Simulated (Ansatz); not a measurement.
# Phonons of Hf-Mg stack of (100) layers, part 2 of 3

The plan: relax Hf-Mg stack of (100) layers, check its phonons, and, if the lattice is stable, compute its Eliashberg function and ρ(T).

Ansatz 0.2.0; DFT PBEsol, scalar-relativistic, plane waves, PAW.

So far: The structure; Rough relaxation; Relaxation.

### Step 4. Relaxing tightly for phonons

No force is left; the cell is relaxed once more with another smearing and tight thresholds.

input.yaml

```yaml
crystal:
  lattice:
    - [2.9276949861, 0.0, 0.0]
    - [0.0, 2.9276949861, 0.0]
    - [0.0, 0.0, 28.3312773112]
  atoms:
    - { symbol: Hf, position: [0.0, 0.0, 0.1952222316] }
    - { symbol: Mg, position: [0.5, 0.5, 0.2730108048] }
  periodic: [true, true, false]
kpoints:
  mp_grid: { grid: [10, 10, 1] }
hamiltonian:
  xc: pbesol
scf:
  occupations: { method: methfessel_paxton, width: 0.2 }
output:
  forces: true
  stress: true
  eigenvalues: true
  write_density: true
  write_potential: true
  elf: true
  volumetric_format: npy
relax:
  adjacent_minimum: "off"
  f_tol: 0.001
  max_steps: 60
  cell: { stress_2d_tol: 0.002 }
```

Run with:

```sh
ansatz run input.yaml --threads 4 --pin off --max-ram 16384MiB --backend cpu --events-out ev --progress --plain --runs-dir out
```

Numbers of over 12 decimals in the logs are rounded to 6 here.

Output:

```text
[the first part of the log is left out]
  E_xc         = -325.232950
  E_vxc        = -301.607237  (∫ρ·V_xc dr)
  E_paw        = -7087.929570  (= ΣΔE_a)
  E_vpaw       = 1393.338874  (= ΣTr[D̂ρ^β])
  E_aug_tail   = -0.000006  (compensation charges beyond the density's cutoff)
  E_ewald      = 34918.699567
  E_core_change = 1.309954  (= ΣΔE_core)
  E_smearing   = -0.004486  (= −TS)
  E_closure    = 0.000000  (closes the sum)
  Σ components = -17508.131725   (vs F -17508.131725, Δ=0.00e0)
--- Forces (eV/Å), atoms counted from 1 ---
  atom   1  Hf     0.00000000    -0.00000000     0.00001621
  atom   2  Mg    -0.00000000     0.00000000    -0.00001641
  max |Σ_I F_I| component: 2.05e-7 eV/Å
--- 2D stress c σ (N/m, compression-positive) ---
        0.000527      -0.000000      -0.000000
       -0.000000       0.000527       0.000000
       -0.000000       0.000000       0.000000
  P = ½ c Tr σ = 0.0005 N/m
--- Band table (eV; the first three rows and the last of 21) ---
[...]
--- Relaxed structure (3 steps of the walk, 3 accepted, 1 SCFs on fresh bases) ---
[...]
cell:  # Å, volume = 242.8363 Å³
    - [2.927681, 0.0, 0]
    - [0.0, 2.927681, 0.0]
    - [0, 0.0, 28.3312773112]
  atoms:
    - { symbol: Hf, position: [0, 0.0, 0.195248] }
    - { symbol: Mg, position: [0.5, 0.5, 0.272985] }
```

Run time: 17 s. Hardware: 4 threads of Arm Neoverse V1, shared host; peak memory 0.56 GiB.

Little changed from the start: no atom moved by 0.005 Å and no cell edge by 0.1 %.

ELF in the ca plane at fractional y = 0.000, with atoms of Hf within 0.2 Å of it. It is the smooth field of the valence electrons, not physical close to the nuclei.

Ten even steps from '0' (0.00) to '9' (0.85), each cell a mean:
```
00000000000016999612578876421000000000000000
00000000111114787324678875420000000000000000
00000000123322333346788875320000000000000000
00000000124443333567788775310000000000000000
00000000123433233457788875310000000000000000
00000000112113565335788875320000000000000000
00000000011015999513678875421000000000000000
00000000000027999722578876421000000000000000
```
Columns run along c (16.0 Å, from fractional 0.00 to 0.56 of the cell), rows up along a (2.9 Å). Atoms in or near the plane, at fractional coordinates: Hf at (0.20, 0.00).

Valence density in the ca plane at fractional y = 0.000, with atoms of Hf within 0.2 Å of it. It is the smooth field of the valence electrons, not physical close to the nuclei.

Values in e/Å³, 5 rows by 16 columns, each cell a mean:
```
 0  0  0  0  1 13  2  0  0  0  0  0  0  0  0  0
 0  0  0  0  0  1  0  0  0  0  0  0  0  0  0  0
 0  0  0  0  0  0  0  0  0  0  0  0  0  0  0  0
 0  0  0  0  0  3  1  0  0  0  0  0  0  0  0  0
 0  0  0  0  1 20  4  0  0  0  0  0  0  0  0  0
```
Columns run along c (16.0 Å, from fractional 0.00 to 0.56 of the cell), rows up along a (2.9 Å). Atoms in or near the plane, at fractional coordinates: Hf at (0.20, 0.00).

Electrostatic potential energy in the ca plane at fractional y = 0.000, with atoms of Hf within 0.2 Å of it. With pseudopotentials it is smooth inside the atoms' cores, unlike the true potential.

Values in eV, 5 rows by 16 columns, each cell a mean:
```
  1   1   0  -1 -14 -39 -23  -2  -1  -1  -1  -1  -1  -1  -1  -1
  1   1   0   0  -5 -19  -8  -3  -3  -1  -1  -1  -1  -1  -1  -1
  1   1   0   0  -3  -8  -4  -3  -3  -1  -1  -1  -1  -1  -1  -1
  1   1   0  -1  -8 -28 -13  -2  -2  -1  -1  -1  -1  -1  -1  -1
  1   1   0  -1 -16 -39 -25  -2  -1   0  -1  -1  -1  -1  -1  -1
```
Columns run along c (16.0 Å, from fractional 0.00 to 0.56 of the cell; values clipped at the 3rd and 97th percentile), rows up along a (2.9 Å). Atoms in or near the plane, at fractional coordinates: Hf at (0.20, 0.00).

### Step 5. Phonons by linear response: q 2×2×1, k 6×6×1

Couplings are defined for a stable lattice alone, so phonons come first.

input.yaml

```yaml
crystal:
  lattice:
    - [2.9276808977, 0.0, 0.0]
    - [0.0, 2.9276808977, 0.0]
    - [0.0, 0.0, 28.3312773112]
  atoms:
    - { symbol: Hf, position: [0.0, 0.0, 0.195248293] }
    - { symbol: Mg, position: [0.5, 0.5, 0.2729847434] }
  periodic: [true, true, false]
kpoints:
  mp_grid: { grid: [6, 6, 1] }
hamiltonian:
  xc: pbesol
scf:
  occupations: { method: methfessel_paxton, width: 0.2 }
output:
  eigenvalues: true
phonons:
  method: dfpt
  qmesh: [2, 2, 1]
  temperatures: { t_max: 1000, t_step: 50 }
  qpath:
    path: [[0.0, 0.0, 0.0], [0.0, 0.5, 0.0], [0.5, 0.5, 0.0], [0.0, 0.0, 0.0]]
    npoints: 10
```

Output:

```text
[...]
Crystal: 2 atoms, lattice volume = 242.836 Å³
Basis set: ecut = 420 eV, 4683 PW (Γ), exchange–correlation on 40×40×384 points (8 copies of the dense FFT grid, shifted against one another)
Bands: 22, of which v1, the nominal top of the filled ones, is band 18 counted from 1 (17 counted from 0)
Symmetry: 8 space group operations
k-points: 10 of 36
[...]
SCF iter   1: F=—  HF=-17508.163082 eV  |F-HF|=—  |Δ(HF+E_count)|=         —  Δρ=3.29e-3  dr2=5.69e-1  ethr=1.77e-3  ⟨swp⟩=10.6  Hψ=1387  notcnv=0
[...]
SCF iter  15: F=-17508.130182 eV  HF=-17508.130182 eV  |F-HF|=1.35e-10  |Δ(HF+E_count)|=  2.26e-10  S|Δr|=    0.00e0  Δρ=3.43e-8  dr2=7.62e-12  ethr=1.00e-12  ⟨swp⟩=11.8  Hψ=1820  notcnv=0
SCF 1 converged in 15 iterations: F = -17508.130182 eV  dr2 = 7.62e-12
[...]
phonons: the bands overlap, so this run is a metal and interpolates without the dipole-dipole term. If the crystal is really an insulator or semiconductor, its LO-TO splitting is missing
NSCF: frozen V_eff on 10 k-points
WARN: eigensolver did not converge (k=4): 1 band(s) unlocked after 2 eigensolves, warm-restarted (20 sweeps on the last) at ethr=1.17e-12 eV (storage-precision floor; scheduled 1.00e-12 eV) (lowest unlocked band 21, counted from 0; max residual 8.56e-6 eV among the unlocked bands, 8.56e-6 eV over every band; other slots of this pass that fall short are told together in one closing line; warning suppressed until the next SCF loop or pass starts)
[...]
DFPT response loops at q = (0, 0, 0) (fractional): preconditioner auto → none (partly filled bands, converged f_vac=0.755); β = 0.50; Broyden in place of MSR1
[...]
SCF converged after 15 iterations
Stability not checked: this state was not tested for a lower state beside it, because cold or Methfessel-Paxton smearing, or corrected tetrahedra, fill the levels in a way that the test cannot read (fill_not_monotonic; see scf.lower_state_search)
Free energy (F): -17508.130182 eV
[...]
Internal energy: -17508.126692 eV  (E = F + TS)
E sigma→0 (E₀):  -17508.129310 eV
Entropy (-TS):   -0.003490 eV (-1.745 meV/atom)
Fermi energy:    -3.789721 eV
[...]
--- Band table (eV; the first three rows and the last of 10) ---
  k-point 0: bands = [... 14 lower, -15.5643, -10.1173, -7.4633, -4.9504, -3.8407, -3.7188, -0.7223, 0.2102]
  k-point 1: bands = [... 14 lower, -15.5545, -9.5163, -6.8958, -4.4228, -3.8336, -3.3734, -0.8590, -0.1518]
  k-point 2: bands = [... 14 lower, -15.5325, -8.0406, -5.7576, -4.4167, -3.4130, -2.5781, -0.9556, -0.1006]
  k-point 9: bands = [... 14 lower, -15.5724, -6.4050, -4.1757, -4.1757, -2.3456, -0.2646, -0.2646, 1.6274]
--- Phonons (Γ-DFPT): 4 representative perturbations + reference (Σ response iterations 19) ---
  ASR residual: 4.874e-5 → 0.000e0 eV/Å²; symmetrization residual: 5.813e-7 eV/Å²
  ASR residual per site (eV/Å²): 4.87e-5 1.86e-5
  Γ frequencies (cm⁻¹): 0.00 0.00 0.00 162.84 162.84 208.19
--- Phonons (arbitrary-q DFPT): 3 irreducible q on the 2×2×1 mesh ---
  q = [0.0000, 0.0000, 0.0000] (star 1, of the zone-centre solve; hermiticity 3.41e-7, symmetrization 7.47e-12): -0.00 0.00 0.00 162.84 162.84 208.19
  q = [0.0000, -0.5000, 0.0000] (star 2, 6 solved perturbations on 16 of 36 k-point pairs; hermiticity 3.03e-7, symmetrization 3.77e-8): 25.82 63.80 116.20 128.22 221.06 301.51
  q = [-0.5000, -0.5000, 0.0000] (star 1, 4 solved perturbations in 52 linear systems a pass and spin channel, the states on 16 of 36 k-point pairs; hermiticity 1.57e-8, symmetrization 7.25e-9): -97.98 159.24 159.24 213.34 300.37 300.37
  sum rule: each row above includes the acoustic sum rule's correction from the zone centre's row sums; it moved no ω² by more than (0.46 cm⁻¹)²
  mesh force constants: q→R imaginary residual 8.13e-18; ASR residual 4.874e-5 → 0.000e0 eV/Å²; symmetrization residual 3.553e-15 eV/Å²
  interpolated dispersion: 31 rows × 6 modes
  density of states and harmonic sums: on the 22×22×1 q-mesh, interpolated from the force constants of a 2×2×1 supercell (no non-analytic term)
  largest difference from the sums on the solved wave vectors: F 1.34e-1 eV, S 1.86e-4 and C_V 5.20e-5 eV/K
  zero-point energy: 0.054781 eV/cell   skipped modes (ω ≤ 0): 36, of them read as no rigid motion or as one in doubt: 33 (3.905e-1 modes/cell left out, lowest -97.98 cm⁻¹)   left out of the sums: 6.61e-2 of the cell's modes: C_V's classical limit lies that fraction below 3 k_B per atom; for a crystal, a wire or a layer, F and S can be off by more, and a phonons.interpolated_qmesh denser along its periods is the remedy for the sampling
```

It took 41 s on 4 threads; peak memory 0.84 GiB; 2.6 min of CPU time.

The column dr2 measures how far the density is from self-consistency, as an energy; F and HF (Harris–Foulkes) agree once it is small.

Numbers from this step:

* share of imaginary modes in the plain interpolation between solved wavevectors: 0.0702
* highest frequency, solved or plainly interpolated: 301.5 cm⁻¹

Solved on the 2×2×1 mesh alone; all other wavevectors are interpolated. Phonon branches along the path, in cm⁻¹:

```tsv
point	branch 1	branch 2	branch 3	branch 4	branch 5	branch 6
Γ	0	0	0	163	163	208
halfway	-9	44	96	143	214	241
X	26	64	116	128	221	302
halfway	-52	114	144	218	228	301
M	-98	159	159	213	300	300
halfway	-21	105	105	215	235	235
Γ	0	0	0	163	163	208
```

The phonon branches as a text plot (rows in cm⁻¹):

```
    293 |            ***************************
    277 |           *               **          **
    260 |         **              **              **
    243 |       **
    227 |      *     *************                  ***
    210 |************            ********************************
    193 |    **                **                        **
    177 |  **                 *                            ***
    160 |******                     *********                 ***
    143 |      *****        ** ********      *****
    127 |           ***********   **              **
    110 |         ***  ***       *                  ***
     93 |       **             **                      **
     77 |      *              *
     60 |    **     **********                           **
     43 |  **  *****      **  *                            ***
     27 | *  **      *****                             *********
     10 | ***     ***                                         **
     -6 |*********                                              *
    -23 |                      **                   ***
    -40 |                                         **
    -56 |                        *
    -73 |                         **            **
    -90 |                           ************
         Γ               X               M                      Γ
```

Lowest modes at the softest wavevector of the mesh. The modes at q = (0.500, 0.500, 0.000) (shares of kinetic energy by element, %) (negative means imaginary):

```tsv
mode	frequency (cm⁻¹)	Hf %	Mg %
1	-98.0	100	0
2	159.2	100	0
3	159.2	100	0
4	213.3	0	100
5	300.4	0	100
6	300.4	0	100
```

Displacements in mode 1 (-98.0 cm⁻¹), the largest set to 1, in the home cell:
```
Hf1 0.00 0.00 1.00
Mg2 0.00 0.00 0.00
```

Displacements in mode 3 (159.2 cm⁻¹), the largest set to 1, in the home cell:
```
Hf1 1.00 0.00 0.00
Mg2 0.00 0.16 0.00
```

Among the solved wavevectors the lowest mode, translations apart, is -98 cm⁻¹, imaginary.

### Step 6. Phonons: q 2×2×1, k 8×8×1

An imaginary mode on so few k-points may come from the sampling, so the phonons are repeated with another k mesh.

Changes to input.yaml since step 5:

```diff
@@ -10,3 +10,3 @@
 kpoints:
-  mp_grid: { grid: [6, 6, 1] }
+  mp_grid: { grid: [8, 8, 1] }
 hamiltonian:
```

The mesh is denser.

Output:

```text
[...]
Crystal: 2 atoms, lattice volume = 242.836 Å³
Basis set: ecut = 420 eV, 4683 PW (Γ), exchange–correlation on 40×40×384 points (8 copies of the dense FFT grid, shifted against one another)
Bands: 22, of which v1, the nominal top of the filled ones, is band 18 counted from 1 (17 counted from 0)
Symmetry: 8 space group operations
k-points: 15 of 64
[...]
SCF iter   1: F=—  HF=-17508.140143 eV  |F-HF|=—  |Δ(HF+E_count)|=         —  Δρ=3.00e-3  dr2=4.52e-1  ethr=1.77e-3  ⟨swp⟩=10.5  Hψ=2092  notcnv=0
[...]
SCF iter  14: F=-17508.118169 eV  HF=-17508.118169 eV  |F-HF|=1.46e-11  |Δ(HF+E_count)|=  1.96e-10  S|Δr|=    0.00e0  Δρ=2.65e-8  dr2=1.74e-12  ethr=1.00e-12  ⟨swp⟩=12.3  Hψ=2411  notcnv=0
SCF 1 converged in 14 iterations: F = -17508.118169 eV  dr2 = 1.74e-12
[...]
SCF converged after 14 iterations
[...]
Free energy (F): -17508.118169 eV
[...]
Internal energy: -17508.110210 eV  (E = F + TS)
E sigma→0 (E₀):  -17508.116180 eV
Entropy (-TS):   -0.007959 eV (-3.980 meV/atom)
Fermi energy:    -3.761119 eV
[...]
--- Band table (eV; the first three rows and the last of 15) ---
  k-point 0: bands = [... 14 lower, -15.5442, -10.0457, -7.3931, -4.9397, -3.7938, -3.6383, -0.6782, 0.2687]
  k-point 1: bands = [... 14 lower, -15.5394, -9.6942, -7.0675, -4.6300, -3.7457, -3.4692, -0.6389, -0.2119]
  k-point 2: bands = [... 14 lower, -15.5260, -8.7708, -6.2547, -4.0281, -3.8631, -2.8408, -0.9953, 0.3899]
  k-point 14: bands = [... 14 lower, -15.5432, -6.3948, -4.1043, -4.1043, -2.2362, -0.1809, -0.1809, 1.7215]
[...]
ASR residual: 2.198e-5 → 0.000e0 eV/Å²; symmetrization residual: 8.713e-7 eV/Å²
  ASR residual per site (eV/Å²): 2.20e-5 7.09e-6
  Γ frequencies (cm⁻¹): 0.00 0.00 0.00 161.62 161.62 202.12
--- Phonons (arbitrary-q DFPT): 3 irreducible q on the 2×2×1 mesh ---
[...]
interpolated dispersion: 31 rows × 6 modes
[...]
```

Wall time 62 s (4 threads); peak memory 0.9 GiB.

This step gave:

| Property | Result |
| --- | --- |
| share of imaginary modes in the plain interpolation between solved wavevectors | 0.0277 |
| highest frequency, solved or plainly interpolated | 307.4 cm⁻¹ |

Solved on the 2×2×1 mesh alone; all other wavevectors are interpolated. Phonon branches along the path, in cm⁻¹:

```tsv
point	branch 1	branch 2	branch 3	branch 4	branch 5	branch 6
Γ	0	0	0	162	162	202
halfway	19	31	95	142	212	244
X	40	42	116	127	224	307
halfway	11	113	141	220	227	303
M	-39	155	155	216	299	299
halfway	24	104	105	216	236	236
Γ	0	0	0	162	162	202
```

The phonon branches as a text plot (rows in cm⁻¹):

```
    300 |            ************************
    286 |           *                 *      ***
    271 |         **                **          **
    257 |                         **              **
    242 |       **                                  ***
    228 |      *     *************
    214 |      ******            **************************
    199 |******                **                        ********
    185 |  **
    170 | *                   *                            *****
    156 |*******                    *********                   *
    141 |       ****        ** ********      *****
    127 |           ***********   **            ****
    113 |         ***  ***       *                **
     98 |       **             **                   ***
     84 |      *              *                        **
     69 |    **                                          **
     55 |                   **
     40 |  **     ************                             ***
     26 | *  ********         ***                   *******   **
     12 | ******                 *                **       *****
     -3 |**                                                     *
    -17 |                         **            **
    -32 |                           ************
         Γ               X               M                      Γ
```

Lowest modes at the softest wavevector of the mesh. Modes at q = (0.500, 0.500, 0.000), with each element's share of the kinetic energy (negative means imaginary):

```tsv
mode	frequency (cm⁻¹)	Hf %	Mg %
1	-38.9	100	0
2	154.9	100	0
3	154.9	100	0
4	216.0	0	100
5	299.2	0	100
6	299.2	0	100
```

Displacements in mode 1 (-38.9 cm⁻¹), the largest set to 1, in the home cell:
```
Hf1 0.00 0.00 1.00
Mg2 0.00 0.00 0.00
```

Displacements in mode 5 (299.2 cm⁻¹), the largest set to 1, in the home cell:
```
Hf1  0.00  0.02  0.00
Mg2 -1.00  0.00  0.00
```

The modes has structure finer than the step of the table below, so its rows give means over 10 cm⁻¹, whole bins alone (the curve runs from -48.3 to 326 cm⁻¹). Peaks (cm⁻¹: height): Hf -22.4: 0.00744, 27.0: 0.0451, 99.9: 0.0196, 128.2: 0.0293; Mg 217.6: 0.0819, 300.0: 0.0312.

Phonopy on the run's constants, 19x19x1 mesh, Gaussian sigma 2.7 cm⁻¹. The modes by wavenumber; means over each step; values in 1/cm⁻¹/cell:

```tsv
wavenumber (cm⁻¹)	Hf	Mg
-40	0.00298	0
-30	0.00665	8.1e-6
-20	0.00579	1.9e-5
-10	0.00138	1.4e-5
0	0.00539	3.5e-4
10	0.0104	7.8e-4
20	0.0243	0.00152
30	0.0399	0.00212
40	0.0262	7.0e-4
50	0.0137	7.9e-4
60	0.00911	2.8e-4
70	0.0110	4.7e-4
80	0.0118	2.5e-4
90	0.0108	3.1e-4
100	0.0155	3.3e-4
110	0.0152	8.6e-4
120	0.0211	0.00456
130	0.0256	0.00684
140	0.0181	0.00554
150	0.0139	0.0104
160	0.00277	0.0111
170	6.5e-4	0.00841
180	5.8e-4	0.0120
190	2.2e-4	0.00547
200	9.4e-4	0.0136
210	0.00204	0.0353
220	0.00296	0.0658
230	3.8e-4	0.0110
240	1.0e-4	0.00980
250	1.2e-4	0.00788
260	5.9e-5	0.0103
270	9.7e-5	0.0107
280	5.7e-5	0.0128
290	7.6e-5	0.0172
300	9.1e-5	0.0262
310	2.3e-5	0.00630
320	0	1.0e-5
```

[end of part 2 of 3]

[Logs are printed without paths, hosts, clocks, repeated set-up lines and the standing remarks that a program may print on its own settings, such as how far it seeks lower states.]

[Hosts, paths, dates, database ids (printed as entryN), source tags and the programs' standing remarks are cut or masked in the printed files.]
